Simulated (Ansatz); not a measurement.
# Ge (P6_3/mmc) in Ansatz: a series of runs

One crystal, Ge, is run at these levels: PBE; tasks: band structure.

Program: Ansatz 0.2.0. These are calculated values, not measurements. Logs are shortened: lines on timing, memory, paths and dates and some standing lists are left out, and cuts for length are marked.

## 1. The crystal as given

The structure is hexagonal, space group P6_3/mmc (No. 194). Conventional cell: a = 3.998 Å, b = 3.998 Å, c = 6.599 Å, α = 90.00°, β = 90.00°, γ = 120.00°. Ge (site symmetry 3m) is surrounded by 4 Ge at 2.45 to 2.47 Å.

This isn't the form of Ge at room conditions, which is diamond.

## 2. Band structure, PBE

input.yaml

```yaml
crystal:
  lattice:
    - [3.9975858431, 0.0, 0.0]
    - [-1.9987929216, 3.462010894, 0.0]
    - [0.0, 0.0, 6.59937795]
  atoms:
    - { symbol: Ge, position: [0.3333333333, 0.6666666667, 0.93709875] }
    - { symbol: Ge, position: [0.6666666667, 0.3333333333, 0.43709875] }
    - { symbol: Ge, position: [0.3333333333, 0.6666666667, 0.56290125] }
    - { symbol: Ge, position: [0.6666666667, 0.3333333333, 0.06290125] }
hamiltonian:
  xc: pbe
  pseudopotentials: { kind: nc, accuracy: standard }
kpoints:
  mp_grid: { grid: [8, 8, 4] }
  band_path:
    path:
      - [[0.0, 0.0, 0.0], [0.5, 0.0, 0.0], [0.3333333333, 0.3333333333, 0.0], [0.0, 0.0, 0.0], [0.0, 0.0, 0.5], [0.5, 0.0, 0.5], [0.3333333333, 0.3333333333, 0.5], [0.0, 0.0, 0.5]]
      - [[0.5, 0.0, 0.5], [0.5, 0.0, 0.0]]
      - [[0.3333333333, 0.3333333333, 0.0], [0.3333333333, 0.3333333333, 0.5]]
    npoints: 14
scf:
  occupations: { method: fermi_dirac, width: 0.05 }
  n_extra_bands: 10
output:
  forces: true
  stress: true
  eigenvalues: true
  fatbands: true
```

Potentials or basis: PseudoDojo standard (PBE files).

Run with:

```bash
$ ansatz run input.yaml --threads 2 --pin off --max-ram 5632MiB --backend cpu --events-out ev --progress --plain --runs-dir out
```

The log of the run:

```text
Warning: RAYON_NUM_THREADS=2 ignored (pool sized by the plan → 2); use --threads N
scf.n_extra_bands = 10 over 28 filled bands (N_el = 56.0): the run solves 38 bands
Engine: ansatz 0.2.0, x86_64-unknown-linux-gnu
Pseudopotentials: kind: nc
Pseudopotential: Ge, nc, valence charge 14, recommended cutoff 1061.244064 eV (normal), Ge.nc.azcp (PseudoDojo's, or run here from an input of PseudoDojo's; its table is named by hamiltonian.pseudopotentials.accuracy)
Functional definition: PBE
  parameter kappa = 0.804
  parameter beta = 0.06672455060314922
  exchange = pbe_x(kappa = kappa, mu = beta*pi^2/3)
  correlation = pbe_c(beta = beta)
Crystal: 4 atoms, lattice volume = 91.333 Å³
Basis set: ecut = 1061.244064 eV, 7199 PW (Γ), exchange–correlation on 90×90×144 points (8 copies of the dense FFT grid, shifted against one another)
Bands: 38, of which v1, the nominal top of the filled ones, is band 28 counted from 1 (27 counted from 0)
Symmetry: 24 space group operations
Space group: P63/mmc (ITA 194), of the structure as read, at distance tolerance 4.5e-5 Å
k-points: 30 of 256
Non-local potential: Ge, projectors of the file, l = 0: 2, l = 1: 2, l = 2: 2
Initial density: superposition of atomic densities (chi_scale 0.1, normalization cell)
Initial wavefunctions: pseudopotential atomic-orbital guess
Functional: x = pbe(κ = 0.804, μ = 0.2195149727645171), c = pbe(β = 0.06672455060314922)
SCF iter   1: F=—  HF=-9722.264318 eV  |F-HF|=—  |Δ(HF+E_count)|=         —  Δρ=3.33e-2  dr2=9.14e-1  ethr=3.10e-3  ⟨swp⟩=6.2  Hψ=4669  notcnv=0  defer=2
preconditioner: auto → Resta (q_TF=auto, 2.515 Å⁻¹)  ε∞=2.4  [insulator: Δε(μ)=0.116 eV  Ē_g=24.275 eV  σ=0.050 eV  W_gap=0.52  n_scr=22 (ndim 8)  ℏωp=29.1 eV  f_vac=0.007  D(μ)=0.14/eV (n_scr^D=0)  ε∞_Penn≈2.4]
SCF iter   2: F=—  HF=-9722.153950 eV  |F-HF|=—  |Δ(HF+E_count)|=   1.10e-1  Δρ=1.91e-2  dr2=3.23e-1  ethr=1.63e-3  ⟨swp⟩=1.0  Hψ=1380  notcnv=0  defer=48
SCF iter   3: F=—  HF=-9722.108956 eV  |F-HF|=—  |Δ(HF+E_count)|=   4.50e-2  Δρ=1.71e-3  dr2=2.33e-3  ethr=5.76e-4  ⟨swp⟩=3.2  Hψ=1497  notcnv=0  defer=92
SCF iter   4: F=—  HF=-9722.112531 eV  |F-HF|=—  |Δ(HF+E_count)|=   3.58e-3  Δρ=5.69e-4  dr2=2.86e-4  ethr=4.16e-6  ⟨swp⟩=3.0  Hψ=1948  notcnv=0  defer=95
SCF iter   5: F=—  HF=-9722.113025 eV  |F-HF|=—  |Δ(HF+E_count)|=   4.94e-4  Δρ=2.36e-4  dr2=2.14e-5  ethr=5.10e-7  ⟨swp⟩=2.0  Hψ=1868  notcnv=0  defer=95
SCF iter   6: F=—  HF=-9722.112980 eV  |F-HF|=—  |Δ(HF+E_count)|=   4.53e-5  Δρ=3.27e-5  dr2=6.81e-7  ethr=3.82e-8  ⟨swp⟩=2.0  Hψ=1899  notcnv=0  defer=95
SCF iter   7: F=—  HF=-9722.112982 eV  |F-HF|=—  |Δ(HF+E_count)|=   1.98e-6  Δρ=2.64e-5  dr2=2.41e-7  ethr=1.79e-10  ⟨swp⟩=11.5  Hψ=5953  notcnv=0
SCF iter   8: F=-9722.112982 eV  HF=-9722.112982 eV  |F-HF|=1.56e-9  |Δ(HF+E_count)|=   1.13e-7  Δρ=5.13e-6  dr2=1.00e-8  ethr=1.79e-10  ⟨swp⟩=4.0  Hψ=3761  notcnv=0
SCF 1 converged in 8 iterations: F = -9722.112982 eV  dr2 = 1.00e-8
NSCF: frozen V_eff on 129 k-points
SCF converged after 8 iterations
Free energy (F): -9722.112982 eV
Harris-Foulkes:  -9722.112982 eV  (|F-HF|=1.56e-9)
Internal energy: -9722.111767 eV  (E = F + TS)
E sigma→0 (E₀):  -9722.112375 eV
Entropy (-TS):   -0.001215 eV (-0.304 meV/atom)
Fermi energy:    9.511615 eV
--- Per-component energies (eV) ---
  E_band       = -550.586512
  E_kinetic    = 7296.937275
  E_local      = -7192.384472  (includes V_loc(G=0)·N_el)
  E_nonlocal   = -5128.175370
  E_hartree    = 3029.090722
  E_xc         = -2375.854354
  E_vxc        = -1585.139128  (∫ρ·V_xc dr)
  E_ewald      = -5351.725568
  E_smearing   = -0.001215  (= −TS)
  E_closure    = 0.000000  (closes the sum)
  Σ components = -9722.112982   (vs F -9722.112982, Δ=0.00e0)
--- Forces (eV/Å), atoms counted from 1 ---
  atom   1  Ge     0.00000000    -0.00000000    -0.01537482
  atom   2  Ge    -0.00000000     0.00000000    -0.01537482
  atom   3  Ge     0.00000000    -0.00000000     0.01537482
  atom   4  Ge    -0.00000000     0.00000000     0.01537482
  max |Σ_I F_I| component: 3.70e-17 eV/Å
--- Stress (GPa, compression-positive) ---
        3.154275      -0.000000       0.000000
       -0.000000       3.154275       0.000000
        0.000000       0.000000       2.880575
  P = ⅓ Tr σ = 3.0630 GPa (30.630 kbar)
--- Band table (eV; the first three rows and the last of 30) ---
  k-point 0: bands = ["-15.4566", "-15.4566", "-15.4189", "-15.4186", "-15.4186", "-15.4061", "-15.3945", "-15.3945", "-15.3426", "-15.3426", "-15.2193", "-15.2193", "-15.2054", "-15.1901", "-15.1854", "-15.1854", "-15.1687", "-15.1687", "-15.1383", "-15.1383", "-3.2874", "-1.2506", "1.8798", "8.0075", "8.0075", "9.3267", "9.4065", "9.4781", "9.6036", "9.6036", "11.7520", "11.7520", "12.2376", "14.0349", "14.0349", "15.6460", "16.8236", "16.8236"]
  k-point 1: bands = ["-15.4525", "-15.4525", "-15.4274", "-15.4274", "-15.4164", "-15.4073", "-15.3848", "-15.3848", "-15.3501", "-15.3501", "-15.2136", "-15.2136", "-15.2038", "-15.1929", "-15.1906", "-15.1906", "-15.1629", "-15.1629", "-15.1421", "-15.1421", "-3.1004", "-1.7694", "2.7775", "6.9855", "8.1717", "8.1717", "9.2456", "9.2456", "9.6068", "10.7916", "12.1178", "12.1178", "12.7510", "13.6342", "13.6342", "16.1326", "17.3915", "17.3915"]
  k-point 2: bands = ["-15.4414", "-15.4414", "-15.4414", "-15.4414", "-15.4112", "-15.4112", "-15.3671", "-15.3671", "-15.3671", "-15.3671", "-15.2017", "-15.2017", "-15.2017", "-15.2017", "-15.1990", "-15.1990", "-15.1519", "-15.1519", "-15.1519", "-15.1519", "-2.5588", "-2.5588", "4.6794", "4.6794", "8.6305", "8.6305", "8.6305", "8.6305", "10.1765", "10.1765", "12.8532", "12.8532", "12.8532", "12.8532", "15.0647", "15.0647", "16.9700", "16.9700"]
  k-point 29: bands = ["-15.4704", "-15.4704", "-15.4495", "-15.4495", "-15.3854", "-15.3854", "-15.3250", "-15.3250", "-15.3089", "-15.3089", "-15.2662", "-15.2662", "-15.2424", "-15.2424", "-15.2146", "-15.2146", "-15.1418", "-15.1418", "-15.1174", "-15.1174", "-0.3036", "-0.3036", "1.4248", "1.4248", "5.3784", "5.3784", "7.4159", "7.4159", "10.7423", "10.7423", "13.7424", "13.7424", "14.2641", "14.2641", "16.6201", "16.6201", "17.6271", "17.6271"]
```

It took 43 s on 2 threads of Intel Xeon at 2.70GHz, shared host; peak memory 1 GiB.

What came out:

```
Free energy             : -9722.1130 eV
Pressure                : 3.1 GPa
Largest force           : 0.015 eV/Å
Band gap along the path : none (metal or under the smearing width)
```

Forces in eV/Å, atoms in the order of the input:
```
Ge   0.000  0.000 -0.015
Ge   0.000  0.000 -0.015
Ge   0.000  0.000  0.015
Ge   0.000  0.000  0.015
```

Levels at the corners of the path, in eV from the Fermi level:
| point | band 25 | band 26 | band 27 | band 28 | band 29 | band 30 | band 31 | band 32 |
| --- | --- | --- | --- | --- | --- | --- | --- | --- |
| Γ | -1.50 | -0.18 | -0.11 | -0.03 | 0.09 | 0.09 | 2.24 | 2.24 |
| M | -4.60 | -3.09 | -2.83 | -1.47 | 0.52 | 1.63 | 3.54 | 3.68 |
| K | -5.00 | -3.49 | -3.49 | -3.22 | 1.46 | 4.55 | 4.55 | 5.07 |
| Γ | -1.50 | -0.18 | -0.11 | -0.03 | 0.09 | 0.09 | 2.24 | 2.24 |
| A | -0.88 | -0.88 | -0.88 | -0.88 | 0.66 | 0.66 | 3.34 | 3.34 |
| L | -2.57 | -2.57 | -2.43 | -2.43 | 0.51 | 0.51 | 2.09 | 2.09 |
| H | -4.30 | -4.30 | -2.05 | -2.05 | 1.23 | 1.23 | 4.11 | 4.11 |
| A | -0.88 | -0.88 | -0.88 | -0.88 | 0.66 | 0.66 | 3.34 | 3.34 |
| L | -2.57 | -2.57 | -2.43 | -2.43 | 0.51 | 0.51 | 2.09 | 2.09 |
| M | -4.60 | -3.09 | -2.83 | -1.47 | 0.52 | 1.63 | 3.54 | 3.68 |
| K | -5.00 | -3.49 | -3.49 | -3.22 | 1.46 | 4.55 | 4.55 | 5.07 |
| H | -4.30 | -4.30 | -2.05 | -2.05 | 1.23 | 1.23 | 4.11 | 4.11 |

## 3. Band structure, PBE

Edit input.yaml of step 2 so:

```diff
@@ -12,3 +12,3 @@
   xc: pbe
-  pseudopotentials: { kind: nc, accuracy: standard }
+  pseudopotentials: { kind: nc, accuracy: stringent }
 kpoints:
@@ -28,2 +28,2 @@
   eigenvalues: true
-  fatbands: true
+  fatbands: false
```

Potentials or basis: PseudoDojo stringent (PBE files).

Run with:

```bash
$ ansatz run input.yaml --threads 2 --pin off --max-ram 5632MiB --backend cpu --events-out ev --progress --plain --runs-dir out
```

Run time: 72 s. Hardware: 2 threads of Intel Xeon at 2.70GHz, shared host; peak memory 2.4 GiB.

The run converged. Its results:

```yaml
Free_energy: -30438.0622 eV
Pressure: 3.0 GPa
Largest_force: 0.014 eV/Å
Band_gap_along_the_path: none (metal or under the smearing width)
```

Forces in eV/Å, atoms in the order of the input:
```
Ge   0.000  0.000 -0.014
Ge   0.000  0.000 -0.014
Ge   0.000  0.000  0.014
Ge   0.000  0.000  0.014
```

Stress tensor (GPa, compression positive):
```
3.04 0.00 0.00
0.00 3.04 0.00
0.00 0.00 2.77
```

Levels at the corners of the path, in eV from the Fermi level:
| point | band 40 | band 41 | band 42 | band 43 | band 44 | band 45 | band 46 | band 47 | band 48 | band 49 |
| --- | --- | --- | --- | --- | --- | --- | --- | --- | --- | --- |
| Γ | -1.51 | -1.51 | -0.19 | -0.10 | -0.03 | 0.09 | 0.09 | 2.24 | 2.24 | 2.72 |
| M | -6.77 | -4.60 | -3.09 | -2.83 | -1.47 | 0.52 | 1.63 | 3.54 | 3.68 | 4.29 |
| K | -7.61 | -5.00 | -3.49 | -3.49 | -3.22 | 1.46 | 4.54 | 4.54 | 5.07 | 5.07 |
| Γ | -1.51 | -1.51 | -0.19 | -0.10 | -0.03 | 0.09 | 0.09 | 2.24 | 2.24 | 2.72 |
| A | -4.83 | -0.88 | -0.88 | -0.88 | -0.88 | 0.67 | 0.67 | 3.34 | 3.34 | 3.34 |
| L | -7.89 | -2.57 | -2.57 | -2.44 | -2.44 | 0.51 | 0.51 | 2.09 | 2.09 | 6.08 |
| H | -8.18 | -4.30 | -4.30 | -2.05 | -2.05 | 1.23 | 1.23 | 4.11 | 4.11 | 5.77 |
| A | -4.83 | -0.88 | -0.88 | -0.88 | -0.88 | 0.67 | 0.67 | 3.34 | 3.34 | 3.34 |
| L | -7.89 | -2.57 | -2.57 | -2.44 | -2.44 | 0.51 | 0.51 | 2.09 | 2.09 | 6.08 |
| M | -6.77 | -4.60 | -3.09 | -2.83 | -1.47 | 0.52 | 1.63 | 3.54 | 3.68 | 4.29 |
| K | -7.61 | -5.00 | -3.49 | -3.49 | -3.22 | 1.46 | 4.54 | 4.54 | 5.07 | 5.07 |
| H | -8.18 | -4.30 | -4.30 | -2.05 | -2.05 | 1.23 | 1.23 | 4.11 | 4.11 | 5.77 |

## 4. Band structure, PBE

Edit input.yaml of step 3 so:

```diff
@@ -12,3 +12,3 @@
   xc: pbe
-  pseudopotentials: { kind: nc, accuracy: stringent }
+  pseudopotentials: { kind: paw, source: ansatz }
 kpoints:
```

Potentials or basis: Ansatz PAW earlier set.

Run with:

```bash
$ ansatz run input.yaml --threads 2 --pin off --max-ram 5632MiB --backend cpu --events-out ev --progress --plain --runs-dir out
```

Run time: 24 s. Hardware: 2 threads of Intel Xeon at 2.70GHz, shared host; peak memory 0.82 GiB.

It converged, with:

* Free energy: -17196.6946 eV
* Pressure: 2.9 GPa
* Largest force: 0.014 eV/Å
* Band gap along the path: none (metal or under the smearing width)

Forces on the atoms (eV/Å):
```
Ge   0.000  0.000 -0.014
Ge   0.000  0.000 -0.014
Ge   0.000  0.000  0.014
Ge   0.000  0.000  0.014
```

Stress tensor (GPa, compression positive):
```
3.03 0.00 0.00
0.00 3.03 0.00
0.00 0.00 2.76
```

Levels at the corners of the path, in eV from the Fermi level:
```
point  band 24  band 25  band 26  band 27  band 28  band 29  band 30  band 31  band 32  band 33
    Γ    -1.51    -1.51    -0.19    -0.10    -0.03     0.09     0.09     2.24     2.24     2.72
    M    -6.77    -4.60    -3.09    -2.83    -1.47     0.51     1.63     3.54     3.68     4.29
    K    -7.62    -5.00    -3.49    -3.49    -3.22     1.46     4.54     4.54     5.07     5.07
    Γ    -1.51    -1.51    -0.19    -0.10    -0.03     0.09     0.09     2.24     2.24     2.72
    A    -4.83    -0.88    -0.88    -0.88    -0.88     0.67     0.67     3.34     3.34     3.34
    L    -7.89    -2.57    -2.57    -2.44    -2.44     0.51     0.51     2.09     2.09     6.07
    H    -8.18    -4.30    -4.30    -2.05    -2.05     1.23     1.23     4.10     4.10     5.77
    A    -4.83    -0.88    -0.88    -0.88    -0.88     0.67     0.67     3.34     3.34     3.34
    L    -7.89    -2.57    -2.57    -2.44    -2.44     0.51     0.51     2.09     2.09     6.07
    M    -6.77    -4.60    -3.09    -2.83    -1.47     0.51     1.63     3.54     3.68     4.29
    K    -7.62    -5.00    -3.49    -3.49    -3.22     1.46     4.54     4.54     5.07     5.07
    H    -8.18    -4.30    -4.30    -2.05    -2.05     1.23     1.23     4.10     4.10     5.77
```

## 5. Band structure, PBE

Edit input.yaml of step 4 so:

```diff
@@ -12,3 +12,3 @@
   xc: pbe
-  pseudopotentials: { kind: paw, source: ansatz }
+  pseudopotentials: { kind: nc }
 kpoints:
@@ -29 +29,5 @@
   fatbands: false
+  write_density: true
+  write_potential: true
+  elf: true
+  volumetric_format: npy
```

Potentials or basis: Ansatz NC.

Run with:

```bash
$ ansatz run input.yaml --threads 2 --pin off --max-ram 5632MiB --backend cpu --events-out ev --progress --plain --runs-dir out
```

Wall time 26 s (2 threads of Intel Xeon at 2.70GHz, shared host); peak memory 1.2 GiB.

The run converged. Its results:

| Quantity | Value |
| --- | --- |
| Free energy | -9722.1239 eV |
| Pressure | 3.0 GPa |
| Largest force | 0.015 eV/Å |
| Band gap along the path | none (metal or under the smearing width) |

Forces on the atoms (eV/Å):
```
Ge   0.000  0.000 -0.015
Ge   0.000  0.000 -0.015
Ge   0.000  0.000  0.015
Ge   0.000  0.000  0.015
```

Stress tensor (GPa, compression positive):
```
3.10 0.00 0.00
0.00 3.10 0.00
0.00 0.00 2.82
```

Levels at the corners of the path, in eV from the Fermi level:
```
point  band 25  band 26  band 27  band 28  band 29  band 30  band 31  band 32
    Γ    -1.50    -0.18    -0.11    -0.04     0.09     0.09     2.24     2.24
    M    -4.60    -3.09    -2.83    -1.47     0.52     1.63     3.54     3.68
    K    -4.99    -3.48    -3.48    -3.22     1.46     4.54     4.54     5.07
    Γ    -1.50    -0.18    -0.11    -0.04     0.09     0.09     2.24     2.24
    A    -0.88    -0.88    -0.88    -0.88     0.66     0.66     3.34     3.34
    L    -2.57    -2.57    -2.43    -2.43     0.51     0.51     2.09     2.09
    H    -4.30    -4.30    -2.04    -2.04     1.23     1.23     4.11     4.11
    A    -0.88    -0.88    -0.88    -0.88     0.66     0.66     3.34     3.34
    L    -2.57    -2.57    -2.43    -2.43     0.51     0.51     2.09     2.09
    M    -4.60    -3.09    -2.83    -1.47     0.52     1.63     3.54     3.68
    K    -4.99    -3.48    -3.48    -3.22     1.46     4.54     4.54     5.07
    H    -4.30    -4.30    -2.04    -2.04     1.23     1.23     4.11     4.11
```

## 6. Summary

| potentials or basis | cutoff (eV) | pressure (GPa) | largest force (eV/Å) |
| --- | --- | --- | --- |
| PseudoDojo standard (PBE files) | 1061 | 3.1 | 0.02 |
| PseudoDojo stringent (PBE files) | 1687 | 3.0 | 0.01 |
| Ansatz PAW earlier set | 820 | 2.9 | 0.01 |
| Ansatz NC | 1061 | 3.0 | 0.02 |

Alike in all rows: task band structure; level PBE; no spin polarisation; cell as given; k mesh 8 × 8 × 4; smearing fermi-dirac 0.05 eV.

Total energies depend on the potentials used, so only differences within one code and one set of settings carry meaning.
